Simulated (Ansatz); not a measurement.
RbBr in the CsCl-type structure, relaxed with r2SCAN in Ansatz. The symmetry is Pm-3m (No. 221, cubic); conventional cell a = 4.128 Å, 35.17 Å³ an atom. Around Rb lie 8 Br at 3.57 Å; around Br lie 8 Rb at 3.57 Å.

The axes x, y and z are those of this cell:
```
CELL_PARAMETERS angstrom
4.12793 0.00000 0.00000
0.00000 4.12793 0.00000
0.00000 0.00000 4.12793
ATOMIC_POSITIONS crystal
Rb 0.00000 0.00000 0.00000
Br 0.50000 0.50000 0.50000
```

Unstrained: The PBE gap is indirect, 4.078 eV (M to Γ), below the direct gap of 4.231 eV at Γ. The r2SCAN gap is indirect, 4.824 eV (M to Γ), below the direct gap of 4.978 eV at Γ. The HSE06 gap is indirect, 5.258 eV (M to Γ), below the direct gap of 5.422 eV at Γ. Meshes: PBE 6×6×6, r2SCAN 6×6×6, HSE06 4×4×4. Strains are changes of length per length. After each strain the atoms were relaxed again with r2SCAN within the symmetry that the strain leaves, so tilts or polar shifts that break it weren't tested; points keep the names that they have in the unstrained zone. These are computed values for a spin-unpolarised cell that may be hypothetical; none is a measurement.

**Question.** Apply uniaxial -0.84 % along z, other directions held. How far does the gap move, against the unstrained cell?

**Answer.** PBE: the gap goes from 4.078 to 4.082 eV (+0.004 eV). r2SCAN: the gap goes from 4.824 to 4.830 eV (+0.006 eV). HSE06: the gap goes from 5.258 to 5.263 eV (+0.005 eV). The r2SCAN energy rises by 0.3 meV an atom.

**Question.** Estimate what uniaxial +5.76 % along [111], other directions held does to the gap.

**Answer.** PBE: the gap goes from 4.078 to 3.904 eV (-0.174 eV). r2SCAN: the gap goes from 4.824 to 4.627 eV (-0.197 eV). HSE06: the gap goes from 5.258 to 5.067 eV (-0.191 eV). The r2SCAN energy rises by 7.4 meV an atom.

**Question.** One strain changed the r2SCAN stress by xx +1.64, yy +1.64, zz +0.60 GPa (compression positive) and the gap by +0.163 eV (PBE), +0.184 eV (r2SCAN), +0.180 eV (HSE06). Which kind of strain was it, and roughly how large?

**Answer.** Biaxial -3.14 % in x and y, z held. The pattern of the stress gives the kind; the size needs the stiffness, so it is an estimate.

The runs are scalar-relativistic, without spin-orbit coupling.

The meshes of the hybrids are coarse, so their gaps aren't converged to the digits shown.
